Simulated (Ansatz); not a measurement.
# ZnS: a single-point run

Aim: a sound single-point run of ZnS. The structure is shown as the input types it.

Method: density functional or hybrid calculation with the settings of its input, plane waves (as first typed), in Ansatz 0.2.0.

3 further runs of the same task are left out: 3 that didn't finish.

## Step 1: The structure to begin with

Symmetry: P6_3mc, No. 186, hexagonal system. Conventional cell: a = 3.805 Å, b = 3.805 Å, c = 6.244 Å, α = 90.00°, β = 90.00°, γ = 120.00°. Zn (site symmetry 3m) has 4 S at 2.33 to 2.34 Å as nearest neighbours. Around S (site symmetry 3m) lie 4 Zn at 2.33 to 2.34 Å.

As a file:

```cif
data_structure
_symmetry_space_group_name_H-M 'P6_3mc'
_symmetry_Int_Tables_number 186
_cell_length_a 3.8054
_cell_length_b 3.8054
_cell_length_c 6.2440
_cell_angle_alpha 90.000
_cell_angle_beta 90.000
_cell_angle_gamma 120.000
_cell_volume 78.31
loop_
_atom_site_label
_atom_site_type_symbol
_atom_site_symmetry_multiplicity
_atom_site_Wyckoff_symbol
_atom_site_fract_x
_atom_site_fract_y
_atom_site_fract_z
_atom_site_occupancy
Zn1 Zn 2 b 0.33333 0.66667 0.00534 1
S1 S 2 b 0.33333 0.66667 0.37966 1
```

## Step 2: Input and run

Contents of input.yaml:

```yaml
crystal:
  lattice:
    - [3.8054280153, 0.0, 0.0]
    - [-1.9027140076, 3.2955973335, 0.0]
    - [0.0, 0.0, 6.2440175084]
  atoms:
    - { symbol: Zn, position: [0.3333333333, 0.6666666667, 0.0053397643] }
    - { symbol: Zn, position: [0.6666666667, 0.3333333333, 0.5053397643] }
    - { symbol: S, position: [0.3333333333, 0.6666666667, 0.3796602357] }
    - { symbol: S, position: [0.6666666667, 0.3333333333, 0.8796602357] }
kpoints:
  mp_grid: { grid: [6, 6, 4] }
hamiltonian:
  xc: pbesol
scf:
  occupations: { method: fixed }
  n_extra_bands: 5
  convergence: { dr2_threshold: 0.01 }
  max_iter: 62
output:
  forces: true
  stress: true
  eigenvalues: true
```

Run with:

```
ansatz run input.yaml --threads 4 --pin off --max-ram 3686MiB --backend cpu --events-out ev --progress --plain --runs-dir out
```

Q: Will this input give a usable result? If not, why, and what should change?

The run converged and reported no error, with warnings (force scf threshold loose, stress scf threshold loose). Its log warns: «scf.convergence.dr2_threshold = 1e-2 eV is looser than this run's default, which is 1e-7 eV or tighter. The error in the forces grows as the threshold's square root ...»

The threshold asked is loose, but the program put off the close and ended at dr2 = 9.9e-7, so little accuracy was lost here.

Run again and compare: delete scf.convergence.dr2_threshold (the default then holds).
